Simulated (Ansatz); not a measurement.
**Moving the dispersion correction in Au3Cu**

The cell as given:

It takes space group Pm-3m (No. 221, cubic). The conventional cell has a = 3.980 Å, b = 3.980 Å, c = 3.980 Å, α = 90.00°, β = 90.00°, γ = 90.00°. Au (site symmetry 4/mmm) has 8 Au at 2.81 Å and 4 Cu at 2.81 Å as nearest neighbours. Cu (site symmetry m-3m) has 12 Au at 2.81 Å as nearest neighbours.

Kept alike: task relaxation of cell and atoms; functional PBEsol; k mesh 7 × 7 × 7; occupations fermi-dirac, width 0.05 eV; no spin polarisation. Program: Ansatz, Ansatz PAW, cutoff 420 eV. The mesh is that of the run's cell of 4 atoms. No spin-orbit coupling.

| dispersion correction | volume (Å³/atom) |
| --- | --- |
| D3(BJ) | 15.133 |
| D3(BJ)-ATM | 15.289 |
| D4 | 15.377 |
| none | 15.673 |

The relaxations keep at least the cell's symmetry (Pm-3m). For a metal such a mesh leaves the last digits unconverged. Relaxations stop with a little pressure left, so the last digits of a volume or edge aren't settled. All rows use potentials made for PBE.

**Question.** What does the dispersion correction change here?

**Answer.** The volume runs from 15.133 (D3(BJ)) to 15.673 Å³/atom (none). Against no correction: D3(BJ) -3.4 %; D3(BJ)-ATM -2.5 %; D4 -1.9 %. Dispersion terms mostly attract and so lower the volume; the schemes' coefficients and damping set how far.

Every dispersion scheme contracts Au3Cu, and all the relaxed volumes, including the uncorrected one, lie below that of the cell as given, so the corrections only widen the gap. Cohesion here comes mainly from delocalised s electrons and d hybridisation, which PBEsol already describes with fairly short bonds in dense metals. Extra attraction between the polarisable Au 5d shells then probably overbinds, since atom-based pair coefficients capture metallic screening only incompletely.

The step from D3(BJ) to D3(BJ)-ATM isolates the three-body term. This is repulsive for the near-equilateral triangles that abound in a close-packed lattice, and it accordingly recovers part of the lost volume. The still weaker contraction with D4 may reflect its environment-dependent polarisabilities or its damping, which the volumes can't separate.

Because symmetry fixes all atomic positions, Au–Au and Au–Cu contacts shrink together, and the contraction can't be assigned to either pair. Nor does a volume closer to the given cell show that a scheme describes the alloy's ordering energy better.
